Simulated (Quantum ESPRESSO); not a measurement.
Crystal: Hf.

```xyz
2
Lattice="3.1967 0.0000 0.0000 -1.5983 2.7684 0.0000 0.0000 0.0000 5.0578" Properties=species:S:1:pos:R:3 pbc="T T T"
Hf    1.5984    0.9228    3.7934
Hf    0.0000    1.8456    1.2645
```

- Program: Quantum ESPRESSO 7.5
- Task: phonons
- Functional: vdW-DF-cx
- Potentials or basis: PseudoDojo 0.4.1 SR PBE standard
- Cutoff: 789 eV
- Density cutoff: 3157 eV
- k mesh: 8 × 8 × 4
- Occupations: cold, width 0.2 eV
- Spin: no spin polarisation
- Mixing beta: 0.5
- Most SCF iterations: 120
- SCF threshold: 4e-10 Ry

The cell and the atoms were relaxed first, to 21.68 Å³/atom (a = 3.165 Å, b = 3.165 Å, c = 4.998 Å, α = 90.00°, β = 90.00°, γ = 120.00°), and the response was taken there.

```xyz
2
Lattice="3.1650 0.0000 0.0000 -1.5825 2.7409 0.0000 0.0000 0.0000 4.9981" Properties=species:S:1:pos:R:3 pbc="T T T"
Hf    1.5825    0.9136    3.7486
Hf    0.0000    1.8273    1.2495
```

Problem. Which optical modes does the crystal have at the zone centre, and which show in infrared and Raman spectra?

Solution. The optical modes are E2g + B1g. None is infrared active. Raman active: E2g.

Optical modes at Γ, degenerate ones joined:
| cm⁻¹ | components | symmetry | active in |
| --- | --- | --- | --- |
| 78 | 2 | E2g | Raman |
| 129 | 1 | B1g | silent |

Caveat: the mesh is thin for the phonons of a metal; the potentials were made for another functional, which shifts forces and pressure.
